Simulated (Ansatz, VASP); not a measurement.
## Sr: VASP and Ansatz over several settings

```
CELL_PARAMETERS angstrom
0.00000 3.02193 3.02193
3.02193 0.00000 3.02193
3.02193 3.02193 0.00000
ATOMIC_POSITIONS crystal
Sr 0.00000 0.00000 0.00000
```

Single points on this cell with VASP 6.6.1 and Ansatz 0.2.0. Each row is one pair of runs. Alike in all rows: spin: off; k mesh: 8 × 8 × 8; smearing: fermi-dirac, width 0.05 eV.

| level | VASP's potentials, cutoff | Ansatz's potentials, cutoff | gap on the k mesh at the Fermi level (eV), VASP | gap on the k mesh at the Fermi level (eV), Ansatz | pressure (GPa), VASP | pressure (GPa), Ansatz |
| --- | --- | --- | --- | --- | --- | --- |
| r2SCAN | VASP PAW PBE potentials, release 64 (Sr_sv), 520 eV | Ansatz PAW, 500 eV | none | none | 0.3 | 0.3 |
| LDA | VASP PAW LDA potentials, release 64 (Sr_sv), 520 eV | Ansatz PAW, 420 eV | none | none | -1.4 | -1.4 |
| PBEsol | VASP PAW PBE potentials, release 64 (Sr_sv), 520 eV | Ansatz PAW, 420 eV | none | none | -0.7 | -0.7 |

Pressure (GPa): the two programs differ by at most 0.02.

A gap of «none» marks a metal or a gap that the smearing closes.

Caveats: the PAW data sets were made with another functional, which shifts forces and pressure a little (VASP); the PAW data sets come from PBE, with cores solved anew for the run's functional, which leaves a small shift of forces and pressure (Ansatz).
